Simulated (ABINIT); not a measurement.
# Ge (I4/mmm) in ABINIT: further runs

Aim: see how the results for Ge move with the level of theory and the settings. Levels: SCAN, revPBE, PW91, WC. Tasks: single point.

All numbers are computed with ABINIT 10.8.3 (patched build); they aren't measurements. Logs are shortened: lines on timing, memory, paths and dates and some standing lists are left out, and cuts for length are marked. The log counts tension as positive stress, the text compression.

### 1 Starting point

Symmetry: I4/mmm, No. 139, tetragonal system. The conventional cell has a = 3.217 Å, b = 3.217 Å, c = 3.746 Å, α = 90.00°, β = 90.00°, γ = 90.00°. Around Ge (site symmetry 4/mmm) lie 12 Ge at 2.95 to 3.22 Å.

The cell was built by a generator and needn't be a form met in nature.

### 2 Single point, SCAN

Contents of run.abi:

```
# Pseudopotentials
pp_dirpath "./"
pseudos "Ge.GGA_PBE-JTH.xml"

# Structure
acell 5.5683893446 5.5683893446 5.5683893446
rprim
    -0.5458442478     0.5458442478     0.6356949852
     0.5458442478    -0.5458442478     0.6356949852
     0.5458442478     0.5458442478    -0.6356949852
ntypat 1
znucl 32
natom 1
typat 1
xred
     0.5000000000     0.5000000000     0.0000000000

# Plane-wave basis
ecut 707.496042 eV
pawecutdg 48.0

# k points
kptopt 1
ngkpt 12 12 12
nshiftk 1
shiftk 0.0 0.0 0.0

# Exchange and correlation
ixc -263267
usekden 1
pawxcdev 0

# Bands and occupations
nband 11
occopt 3
tsmear 0.05 eV

# SCF cycle
nstep 100
tolvrs 1.0e-7

# Output
iomode 3
prtwf 0
prtden 0
prteig 0
prtebands 0
enunit 2
```

Potentials or basis: JTH PAW PBE v2.0.

Launch:

```
$ abinit run.abi > log 2>&1
```

run.abo:

```text
.Version 10.8.3 of ABINIT
 Symmetries : space group I4/m m m (#139); Bravais tI (body-center tetrag.)
================================================================================
 Values of the parameters that define the memory need of the present run
     intxc =       0    ionmov =       0      iscf =      17    lmnmax =      18
     lnmax =       6     mgfft =      27  mpssoang =       3    mqgrid =    3001
     natom =       1  nloc_mem =       2    nspden =       1   nspinor =       1
    nsppol =       1      nsym =      16    n1xccc =       1    ntypat =       1
    occopt =       3   xclevel =       2
       mpw =         840          nfft =       19683          nkpt =         163
 PAW method is used; the additional fine FFT grid is defined by:
   mgfftf=        36    nfftf =     46656
================================================================================
================================================================================

--------------------------------------------------------------------------------
------------- Echo of variables that govern the present computation ------------
--------------------------------------------------------------------------------
 -outvars: echo values of preprocessed input variables --------
            acell      5.5683893446E+00  5.5683893446E+00  5.5683893446E+00 Bohr
              amu      7.26100000E+01
             ecut      2.60000000E+01 Hartree
           enunit           2
                       outvar_i_n : Printing only first  50 k-points.
              ixc     -263267
                       outvar_i_n : Printing only first  50 k-points.
         kptrlatt       12    0    0      0   12    0      0    0   12
          kptrlen      6.68206721E+01
            natom           1
            nband          11
            ngfft          27      27      27
          ngfftdg          36      36      36
             nkpt         163
            nstep         100
             nsym          16
           ntypat           1
                       prtocc : prtvol=0, do not print more k-points.
           occopt           3
        pawecutdg      4.80000000E+01 Hartree
         pawxcdev           0
           prtden           0
        prtebands           0
           prteig           0
          prtkden           1
            prtwf           0
            rprim     -5.4584424780E-01  5.4584424780E-01  6.3569498520E-01
                       5.4584424780E-01 -5.4584424780E-01  6.3569498520E-01
                       5.4584424780E-01  5.4584424780E-01 -6.3569498520E-01
          spgroup         139
           tolvrs      1.00000000E-07
           tsmear      1.83746611E-03 Hartree
            typat      1
          usekden           1
           useylm           1
                       outvars : Printing only first  50 k-points.
           xangst      2.7037020567E-17 -8.5825774837E-17  1.8731799987E+00
            xcart      5.1092564133E-17 -1.6218720899E-16  3.5397971820E+00
             xred      5.0000000000E-01  5.0000000000E-01 -1.8275311894E-17
            znucl       32.00000

================================================================================

[... 118 lines left out ...]

 cartesian coordinates (angstrom) at end:
    1      0.00000000000000    -0.00000000000000     1.87317999866404

 cartesian forces (hartree/bohr) at end:
    1     -0.00000000000000    -0.00000000000000    -0.00000000000000
 frms,max,avg= 0.0000000E+00 0.0000000E+00   0.000E+00  0.000E+00  0.000E+00 h/b

 cartesian forces (eV/Angstrom) at end:
    1     -0.00000000000000    -0.00000000000000    -0.00000000000000
 frms,max,avg= 0.0000000E+00 0.0000000E+00   0.000E+00  0.000E+00  0.000E+00 e/A
 length scales=  5.568389344600  5.568389344600  5.568389344600 bohr
              =  2.946664740598  2.946664740598  2.946664740598 angstroms
 Fermi (or HOMO) energy (hartree) =   0.31740   Average Vxc (hartree)=  -0.41702
 Eigenvalues (hartree) for nkpt= 163  k points:
 kpt#   1, nband= 11, wtk=  0.00058, kpt=  0.0000  0.0000  0.0000 (reduced coord)
  -0.61722   -0.61722   -0.61626   -0.61488   -0.61357   -0.18838    0.64502    0.65556
   0.65556    0.85244    0.85244
      occupation numbers for kpt#   1
   2.00000    2.00000    2.00000    2.00000    2.00000    2.00000    0.00000    0.00000
   0.00000    0.00000    0.00000
 prteigrs : prtvol=0 or 1, do not print more k-points.

 Fermi (or HOMO) energy (eV) =   8.63697   Average Vxc (eV)= -11.34756
 Eigenvalues (   eV  ) for nkpt= 163  k points:
 kpt#   1, nband= 11, wtk=  0.00058, kpt=  0.0000  0.0000  0.0000 (reduced coord)
 -16.79548  -16.79548  -16.76935  -16.73173  -16.69605   -5.12609   17.55200   17.83873
  17.83873   23.19616   23.19617
 prteigrs : prtvol=0 or 1, do not print more k-points.

--- !EnergyTerms
iteration_state     : {dtset: 1, }
comment             : Components of total free energy in Hartree
kinetic             :  6.40370766589780E+00
hartree             :  1.72395016825085E+01
xc                  : -2.17207355419664E+00
Ewald energy        : -5.57548746077567E+01
psp_core            :  2.16869942936470E+00
local_psp           : -6.11457426311922E+01
PAW spherical_terms :  4.58238309928497E+00
internal            : -8.86783989160896E+01
'-kT*entropy'       : -1.41674502748464E-04
total_energy        : -8.86785405905923E+01
total_energy_eV     : -2.41306601974051E+03
...

--- !EnergyTermsDC
iteration_state     : {dtset: 1, }
comment             : '"Double-counting" decomposition of free energy'
band_energy         : -5.71665284501530E+00
Ewald energy        : -5.57548746077567E+01
psp_core            :  2.16869942936470E+00
xc_dc               : -1.64815590831470E+01
PAW spherical_terms : -1.28941188217600E+01
internal            : -8.86785059283143E+01
'-kT*entropy'       : -1.41674502748464E-04
total_energy_dc     : -8.86786476028171E+01
total_energy_dc_eV  : -2.41306893169149E+03
...

--- !EnergyTermsWithPAWCore
iteration_state     : {dtset: 1, }
comment             : 'Components of total free energy, including PAW core contributions'
Total energy        : -2.09946809934427E+03
Total energy DC     : -2.09946820635649E+03
Total energy (eV)   : -5.71294373623724E+04
Total energy DC (eV): -5.71294402743234E+04
...

 Cartesian components of stress tensor (hartree/bohr^3)
  sigma(1 1)=  8.61559813E-05  sigma(3 2)=  0.00000000E+00
  sigma(2 2)=  8.61559813E-05  sigma(3 1)=  0.00000000E+00
  sigma(3 3)=  6.94164837E-05  sigma(2 1)=  0.00000000E+00

-Cartesian components of stress tensor (GPa)         [Pressure= -2.3706E+00 GPa]
- sigma(1 1)=  2.53479648E+00  sigma(3 2)=  0.00000000E+00
- sigma(2 2)=  2.53479648E+00  sigma(3 1)=  0.00000000E+00
- sigma(3 3)=  2.04230346E+00  sigma(2 1)=  0.00000000E+00

== END DATASET(S) ==============================================================
================================================================================

 -outvars: echo values of variables after computation  --------
            acell      5.5683893446E+00  5.5683893446E+00  5.5683893446E+00 Bohr
           etotal     -8.8678647603E+01
            fcart     -0.0000000000E+00 -0.0000000000E+00 -0.0000000000E+00
            rprim     -5.4584424780E-01  5.4584424780E-01  6.3569498520E-01
                       5.4584424780E-01 -5.4584424780E-01  6.3569498520E-01
                       5.4584424780E-01  5.4584424780E-01 -6.3569498520E-01
           strten      8.6155981341E-05  8.6155981341E-05  6.9416483745E-05
                       0.0000000000E+00  0.0000000000E+00  0.0000000000E+00
           xangst      2.7037020567E-17 -8.5825774837E-17  1.8731799987E+00
             xred      5.0000000000E-01  5.0000000000E-01 -1.8275311894E-17
 Calculation completed.
```

Run time: 2.6 min. Hardware: 1 thread of Arm Neoverse V1, shared host; peak memory 0.16 GiB.

What came out:

```
Free energy                                           : -2413.0689 eV
Pressure                                              : -2.4 GPa
Band gap on the k mesh                                : none (metal or under the smearing width)
Valence electrons inside the program's atomic spheres : Ge 12.16 (radii [1.2196] Å)
```

Levels at points of the mesh, in eV from the Fermi level:
| k point | band 5 | band 6 | band 7 | band 8 | band 9 | band 10 |
| --- | --- | --- | --- | --- | --- | --- |
| (0.00, 0.00, 0.00) | -25.33 | -13.76 | 8.92 | 9.20 | 9.20 | 14.56 |
| (0.50, 0.00, 0.00) | -25.30 | -8.22 | -5.71 | 5.23 | 7.69 | 10.92 |
| (0.50, 0.50, 0.00) | -25.29 | -7.05 | -5.20 | 3.21 | 4.84 | 8.29 |
| (0.50, 0.50, 0.50) | -25.30 | -3.75 | -2.70 | 0.66 | 0.66 | 4.97 |

Caveat: totals of a meta-GGA on PAW files have another zero than those of a GGA; the PAW data sets were made with another functional, which shifts forces and pressure a little.

### 3 Single point, revPBE

Edit run.abi of step 2 so:

```diff
@@ -20,2 +20,3 @@
 pawecutdg 48.0
+pawxcdev 0
 
@@ -28,5 +29,3 @@
 # Exchange and correlation
-ixc -263267
-usekden 1
-pawxcdev 0
+ixc 14
 
@@ -39,3 +38,3 @@
 nstep 100
-tolvrs 1.0e-7
+tolvrs 1.0e-9
```

Potentials or basis: JTH PAW PBE v2.0.

Launch:

```
$ abinit run.abi > log 2>&1
```

Run time: 43 s. Hardware: 1 thread of Arm Neoverse V1, shared host; peak memory 0.15 GiB.

Results (log left out):

```yaml
Free_energy: -2599.0069 eV
Pressure: 2.0 GPa
Band_gap_on_the_k_mesh: none (metal or under the smearing width)
Valence_electrons_inside_the_program's_atomic_spheres: Ge 12.14 (radii [1.2196] Å)
```

Stress tensor (GPa, compression positive):
```
1.81 0.00 0.00
0.00 1.81 0.00
0.00 0.00 2.41
```

Levels at points of the mesh, in eV from the Fermi level:
```tsv
k point	band 4	band 5	band 6	band 7	band 8	band 9	band 10	band 11
(0.00, 0.00, 0.00)	-24.80	-24.76	-13.04	8.53	8.83	8.83	13.77	13.77
(0.50, 0.00, 0.00)	-24.76	-24.73	-7.79	-5.42	5.04	7.27	10.23	10.63
(0.50, 0.50, 0.00)	-24.75	-24.71	-6.72	-4.88	3.09	4.57	7.67	7.81
(0.50, 0.50, 0.50)	-24.72	-24.72	-3.58	-2.50	0.68	0.68	4.42	5.20
```

Caveat: the PAW data sets were made with another functional, which shifts forces and pressure a little.

### 4 Single point, PW91

Edit run.abi of step 3 so:

```diff
@@ -29,3 +29,3 @@
 # Exchange and correlation
-ixc 14
+ixc -109134
```

Launch:

```
$ abinit run.abi > log 2>&1
```

It took 45 s on 1 thread of Arm Neoverse V1, shared host; peak memory 0.15 GiB.

The run converged. Its results:

```
Free energy                                           : -2603.2020 eV
Pressure                                              : 1.2 GPa
Band gap on the k mesh                                : none (metal or under the smearing width)
Valence electrons inside the program's atomic spheres : Ge 12.16 (radii [1.2196] Å)
```

Stress tensor (GPa, compression positive):
```
1.02 0.00 0.00
0.00 1.02 0.00
0.00 0.00 1.69
```

Levels at points of the mesh, in eV from the Fermi level:
```
           k point  band 5  band 6  band 7  band 8  band 9  band 10
(0.00, 0.00, 0.00)  -24.78  -13.04    8.45    8.74    8.74    13.83
(0.50, 0.00, 0.00)  -24.75   -7.84   -5.37    4.99    7.23    10.29
(0.50, 0.50, 0.00)  -24.74   -6.78   -4.84    3.06    4.56     7.74
(0.50, 0.50, 0.50)  -24.75   -3.68   -2.48    0.68    0.68     4.53
```

Caveat: the PAW data sets were made with another functional, which shifts forces and pressure a little.

### 5 Single point, WC

Edit run.abi of step 4 so:

```diff
@@ -29,3 +29,3 @@
 # Exchange and correlation
-ixc -109134
+ixc 23
```

Launch:

```
$ abinit run.abi > log 2>&1
```

Wall time 43 s (1 thread of Arm Neoverse V1, shared host); peak memory 0.15 GiB.

It converged, with:

```yaml
Free_energy: -2601.9382 eV
Pressure: -2.1 GPa
Band_gap_on_the_k_mesh: none (metal or under the smearing width)
Valence_electrons_inside_the_program's_atomic_spheres: Ge 12.16 (radii [1.2196] Å)
```

Stress tensor (GPa, compression positive):
```
-2.28  0.00  0.00
 0.00 -2.28  0.00
 0.00  0.00 -1.60
```

Levels at points of the mesh, in eV from the Fermi level:
```
           k point  band 5  band 6  band 7  band 8  band 9  band 10
(0.00, 0.00, 0.00)  -24.67  -13.04    8.47    8.76    8.76    13.84
(0.50, 0.00, 0.00)  -24.64   -7.82   -5.39    5.01    7.24    10.27
(0.50, 0.50, 0.00)  -24.63   -6.76   -4.85    3.07    4.56     7.70
(0.50, 0.50, 0.50)  -24.64   -3.66   -2.48    0.68    0.68     4.48
```

Caveat: the PAW data sets were made with another functional, which shifts forces and pressure a little.

### 6 Summary

| level | gap on the mesh (eV) | pressure (GPa) |
| --- | --- | --- |
| SCAN | none | -2.4 |
| revPBE | none | 2.0 |
| PW91 | none | 1.2 |
| WC | none | -2.1 |

Alike in all rows: task single point; potentials or basis JTH PAW PBE v2.0; no spin polarisation; cell as given; k mesh 12 × 12 × 12; cutoff (eV) 707; smearing fermi-dirac 0.05 eV.

Every run on the cell as given and a fine mesh finds a metal. The pressure there spans -2.4 GPa (SCAN) to 2.0 GPa (revPBE); a positive pressure means that this level wants a larger cell, a negative one a smaller.

Caveats: the PAW data sets were made with another functional, which shifts forces and pressure a little; totals of a meta-GGA on PAW files have another zero than those of a GGA (some runs).

Absolute energies hang on the potentials; compare differences alone.
